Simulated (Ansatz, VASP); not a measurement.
Two plane-wave programs on Au

The input INCAR:

```
SYSTEM = Au
ALGO = Fast ; EDIFF = 1E-6
ENCUT = 520 ; GGA = PS
ISIF = 2 ; ISMEAR = 0
LASPH = .TRUE. ; LCHARG = .FALSE.
LREAL = .FALSE. ; LWAVE = .FALSE.
NBANDS = 18 ; NELM = 80
PREC = Accurate ; SIGMA = 0.15
```

The input KPOINTS:

```
k-points
0
G
  18 18 10
  0 0 0
```

The input POSCAR:

```
Au
1.0
    2.8999984104      0.0000000000      0.0000000000
   -1.4499992052      2.5114722944      0.0000000000
    0.0000000000      0.0000000000      4.8800000000
Au
2
Direct
    0.2467971165      0.6033177593      0.7500000000
    0.6666666667      0.3333333333      0.2500000000
```

Input for Ansatz:

```yaml
crystal:
  lattice:
    - [2.8999984104, 0.0, 0.0]
    - [-1.4499992052, 2.5114722944, 0.0]
    - [0.0, 0.0, 4.88]
  atoms:
    - { symbol: Au, position: [0.2467971165, 0.6033177593, 0.75] }
    - { symbol: Au, position: [0.6666666667, 0.3333333333, 0.25] }
basis:
  ecutwfc: 420
kpoints:
  mp_grid: { grid: [18, 18, 10] }
hamiltonian:
  xc: pbesol
scf:
  occupations: { method: gaussian, width: 0.15 }
output:
  forces: true
  stress: true
  eigenvalues: true
```

Alike in both runs: task single point; functional PBEsol; k mesh 18 × 18 × 10; occupations gaussian, width 0.15 eV; no spin polarisation.

```csv
,VASP,Ansatz
version,VASP 6.6.1,Ansatz 0.2.0
potentials or method,"VASP PAW PBE potentials, release 64 (Au)","scalar-relativistic, plane waves, PAW"
plane-wave cutoff (eV),520,420
valence electrons in the cell,22,38
```

|  | VASP | Ansatz | Ansatz less VASP |
| --- | --- | --- | --- |
| gap on the k mesh at the Fermi level (eV) | none | none | - |
| pressure (GPa) | -6.2 | -6.0 | +0.20 |
| largest component of the traceless stress (GPa) | 0.81 | 0.83 | +0.018 |
| rms of the force components (eV/Å) | 0.080 | 0.080 | -0.0003 |

Atom by atom the forces differ by 0.000 eV/Å (rms over components). A gap of «none» marks a metal or a gap that the smearing closes. With one functional, cell and mesh, what is left measures potentials, basis and numerics. The two sets of potentials don't hold the same shells in valence.

Caveats: the PAW data sets were made with another functional, which shifts forces and pressure a little (VASP). The runs have no spin-orbit coupling, so splittings on Au are missing.
